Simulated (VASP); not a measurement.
Crystal: AlP.

```xyz
2
Lattice="0.0000 2.7534 2.7534 2.7534 0.0000 2.7534 2.7534 2.7534 0.0000" Properties=species:S:1:pos:R:3 pbc="T T T"
Al    0.0000    0.0000    0.0000
P     1.3767    1.3767    1.3767
```

```yaml
Program: VASP 6.6.1
Task: relaxation of cell and atoms
Functional: PBE
Dispersion: D3(BJ)
Potentials_or_basis: VASP PAW PBE potentials, release 64 (Al, P)
Cutoff: 600 eV
k_mesh: 8 × 8 × 8
Occupations: gaussian, width 0.02 eV
Spin: no spin polarisation
```

At the start: pressure -2.6 GPa; volume 20.87 Å³/atom.

Q: Where does the relaxation end?

A: Over 3 steps the energy falls by 5.2 meV/atom and the volume is 20.24 Å³/atom (-3.0 %); space group F-43m (No. 216, to 0.05 Å).

The path:
| step | energy change (eV) | largest force (eV/Å) | pressure (GPa) | volume (Å³) |
| --- | --- | --- | --- | --- |
| 1 | 0.0000 | 0.0000 | -2.57 | 41.75 |
| 2 | -0.0068 | 0.0000 | 1.66 | 39.76 |
| 3 | -0.0105 | 0.0000 | 0.00 | 40.48 |

Final structure:
```
Al P
1.0
     0.00000    2.72519    2.72519
     2.72519    0.00000    2.72519
     2.72519    2.72519    0.00000
Al P
1 1
Direct
  0.00000 0.00000 0.00000
  0.25000 0.25000 0.25000
```
